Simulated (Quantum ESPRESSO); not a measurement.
**BN under changes of volume**

One of the cells (8.967 Å³/atom); the others are scaled copies at fixed shape and fractional positions:

```
CELL_PARAMETERS angstrom
2.49824 0.00000 0.00000
-1.24912 2.16354 0.00000
0.00000 0.00000 6.63570
ATOMIC_POSITIONS crystal
N 0.66667 0.33333 0.25000
N 0.33333 0.66667 0.75000
B 0.66667 0.33333 0.75000
B 0.33333 0.66667 0.25000
```

| Item | Value |
| --- | --- |
| Program | Quantum ESPRESSO 7.5 |
| Functional | r2SCAN |
| Potentials or basis | SG15 PBE 1.2 |
| Cutoff | 1197 eV |
| Density cutoff | 4789 eV |
| k mesh | 9 × 9 × 3 |
| Occupations | fermi-dirac, width 0.05 eV |
| Spin | no spin polarisation |

| volume (Å³/atom) | energy over the lowest point (meV/atom) | pressure (GPa) | gap on the mesh (eV) |
| --- | --- | --- | --- |
| 8.429 | 26.18 | 16.6 | 5.18 |
| 8.608 | 11.06 | 10.5 | 5.15 |
| 8.787 | ? | ? | ? |
| 8.967 | 0.00 | -0.3 | 5.09 |
| 9.146 | 2.97 | -5.0 | 5.06 |
| 9.325 | 10.95 | -9.3 | 5.03 |
| 9.505 | 23.52 | -13.2 | 4.99 |

Question: What does the run at 8.787 Å³/atom give?

Answer: Energy over the lowest point 2.52 meV/atom; pressure 4.8 GPa; gap on the mesh 5.12 eV.

Worked out: A Birch-Murnaghan fit of order 3 (a polynomial in V^(-2/3)) to the other rows has its minimum at 8.96 Å³/atom with B0 = V·E''(V) = 246 GPa and B' = 3.7 at fixed shape and positions, which overstates the stiffness. It gives 2.52 meV/atom at 8.787 Å³/atom, against the run's 2.52, and -dE/dV = 4.9 GPa, against 4.8. A straight line through the other rows of the gap, of slope -1.55 eV per unit of ln V, gives 5.12 eV, against the run's 5.12.

Energies are extrapolated to zero smearing.

Caveats: the potentials were made for another functional, which shifts forces and pressure; an odd mesh through Γ misses points on the zone boundary, where band edges often lie.
